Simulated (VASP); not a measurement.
The system is Te.

```xyz
1
Lattice="2.3059 1.3313 1.6910 -2.3059 1.3313 1.6910 0.0000 -2.6626 1.6910" Properties=species:S:1:pos:R:3 pbc="T T T"
Te    0.0000    0.0000    2.5364
```

This isn't the form of Te at room conditions, which is trigonal, of chains.

- Program: VASP 6.6.1
- Task: relaxation of cell and atoms
- Functional: PBE
- Potentials or basis: VASP PAW PBE potentials, release 54 (Te)
- Cutoff: 580 eV
- k mesh: 9 × 9 × 9
- Occupations: fermi-dirac, width 0.05 eV
- Spin: no spin polarisation

At the start: pressure 2.6 GPa; volume 31.15 Å³/atom.

**Question.** How do energy, volume and symmetry change on relaxing?

**Answer.** Over 9 steps the energy falls by 15.0 meV/atom and the volume is 32.84 Å³/atom (+5.4 %); space group R-3m (No. 166, to 0.05 Å).

The path:
```tsv
step	energy change (eV)	largest force (eV/Å)	pressure (GPa)	volume (Å³)
1	0.0000	0.0000	2.58	31.15
2	-0.0082	0.0000	-1.19	33.47
3	-0.0114	0.0000	0.00	32.63
4	-0.0120	0.0000	-0.01	32.66
5	-0.0135	0.0000	-0.03	32.76
6	-0.0149	0.0000	-0.13	32.92
7	-0.0149	0.0000	-0.15	32.94
8	-0.0146	0.0000	0.44	32.57
9	-0.0150	0.0000	0.01	32.84
```

Final structure:
```cif
data_structure
_symmetry_space_group_name_H-M 'P 1'
_symmetry_Int_Tables_number 1
_cell_length_a 3.2036
_cell_length_b 3.2036
_cell_length_c 3.2036
_cell_angle_alpha 91.553
_cell_angle_beta 91.553
_cell_angle_gamma 91.553
_cell_volume 32.84
loop_
_atom_site_label
_atom_site_type_symbol
_atom_site_fract_x
_atom_site_fract_y
_atom_site_fract_z
_atom_site_occupancy
Te1 Te 0.50000 0.50000 0.50000 1
```
